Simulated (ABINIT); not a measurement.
Planning a run of ABINIT 10.8.3 on AlN (F-43m). The input:

```
acell 3*1.0 Angstrom
rprim 
  -0.000000000000 2.183993559600 2.183993559600
  2.183993559600 -0.000000000000 2.183993559600
  2.183993559600 2.183993559600 -0.000000000000
ntypat 2
znucl 13 7
natom 2
typat 1 2
xred 
  0.000000000000 0.000000000000 0.000000000000
  0.750000000000 0.750000000000 0.750000000000
pp_dirpath "pseudos"
pseudos "Al.upf, N.upf"
ecut 36
ngkpt 6 6 6
nshiftk 1
shiftk 0 0 0
kptopt 1
chksymbreak 0
istwfk *1
occopt 1
irdwfk 1
optdriver 3
nband 82
ecuteps 9.7
inclvkb 2
awtr 1
symchi 1
indata_prefix "in"
outdata_prefix "out"
tmpdata_prefix "tmp"
```

```sh
OMP_NUM_THREADS=1 mpirun -n 8 abinit run.abi > log
```

Estimate wall time and host memory on 8 MPI ranks of Arm Neoverse V2, shared host.

It took 16 s; on shared hardware allow 7.8 s to 31 s. Peak host memory was 1.0 GiB.

[Paths, hosts, dates, memory and timing lines, banners, echoed tables and standing remarks are left out of the program output.]

[Logs are printed without paths, hosts, clocks, repeated set-up lines and the standing remarks that a program may print on its own settings, such as how far it seeks lower states.]

[Runs of the session that timed out or met a known fault of the program may be left out.]

[Hosts, paths, dates, database ids (printed as entryN), source tags and the programs' standing remarks are cut or masked in the printed files.]

[G0W0 gaps are taken among the corrected bands and points alone; a level outside them can change the order at an edge.]

[Where Ansatz stands beside ABINIT at settings called matched, ABINIT's density can come from a denser mesh and the files from another edition; pairs whose starting gaps differed by over 0.03 eV were left out, so agreement reads better than it is.]
